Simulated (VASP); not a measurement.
Here is a VASP 6.6.1 calculation.

The input run.py:

```python
from ase import Atoms
from ase.calculators.vasp import Vasp
from ase.filters import UnitCellFilter
from ase.optimize import BFGS

atoms = Atoms(
    ['Re', 'Re'],
    cell=[[2.7971304821, 0.0, 0.0], [-1.398565241, 2.4223860552, 0.0], [0.0, 0.0, 4.5168672541]],
    scaled_positions=[[0.6666666667, 0.3333333333, 0.75], [0.3333333333, 0.6666666667, 0.25]],
    pbc=True,
)
calc = Vasp(
    directory='calc',
    xc='lda',
    pp='LDA',
    setups='recommended',
    prec='Accurate',
    encut=600,
    ediff=1e-07,
    ismear=1,
    sigma=0.1,
    lreal=False,
    lasph=True,
    nelm=60,
    algo='Normal',
    isif=2,
    lwave=False,
    lcharg=False,
    kpts=[11, 11, 6],
    gamma=True,
)
atoms.calc = calc
opt = BFGS(UnitCellFilter(atoms), trajectory='relax.traj')
converged = opt.run(fmax=0.005, steps=40)
print('converged:', converged)

print('energy (eV):', atoms.get_potential_energy())
print('free energy (eV):', atoms.get_potential_energy(force_consistent=True))
print('forces (eV/A):')
print(atoms.get_forces())
print('stress (eV/A^3, Voigt):', atoms.get_stress())
print('Fermi level (eV):', calc.get_fermi_level())
print('cell (A, degrees):', atoms.cell.cellpar())
print('volume (A^3):', atoms.get_volume())
print('scaled positions:')
print(atoms.get_scaled_positions())
```

Potentials or basis: VASP PAW LDA potentials, release 64 (Re).

Run with:

```sh
$ python run.py
```

(1) What does it give for the band gap on the k mesh?

(2) Predict the space group after relaxing (to 0.05 Å).

## Answers

(1) none (metal or under the smearing width).

(2) P6_3/mmc (No. 194).
